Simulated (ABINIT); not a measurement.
A run of ABINIT 10.8.3 (patched build) is set up as follows.

run.abi

```
pp_dirpath "./"
pseudos "Hf.GGA_PBE-JTH.xml, N.GGA_PBE-JTH.xml"

acell 6.5604536516 6.5604536516 6.5604536516
rprim
     0.0000000000     0.7071067812     0.7071067812
     0.7071067812     0.0000000000     0.7071067812
     0.7071067812     0.7071067812     0.0000000000
ntypat 2
znucl 72 7
natom 2
typat 1 2
xcart
     0.0000000000     0.0000000000     0.0000000000
     1.2274110000     1.2274110000     1.2274110000 Angstrom

ecut 31.0
pawecutdg 53.0
pawxcdev 0

kptopt 1
ngkpt 9 9 9
nshiftk 1
shiftk 0.0 0.0 0.0

ixc -116133

nband 13
occopt 3
tsmear 0.00183747

nstep 100
tolvrs 1.0e-9

iomode 3
prtwf 0
prtden 0
prteig 0
prtebands 0
enunit 2
```

Potentials or basis: JTH PAW PBE v2.0.

The run is started by

```sh
$ abinit run.abi > log 2>&1
```

What does it give for the pressure?

-5.3 GPa.

Predict the band gap on the k mesh.

none (metal or under the smearing width).

Caveat: the PAW data sets were made with another functional, which shifts forces and pressure a little. Spin-orbit coupling is left out, which matters for the levels of Hf.
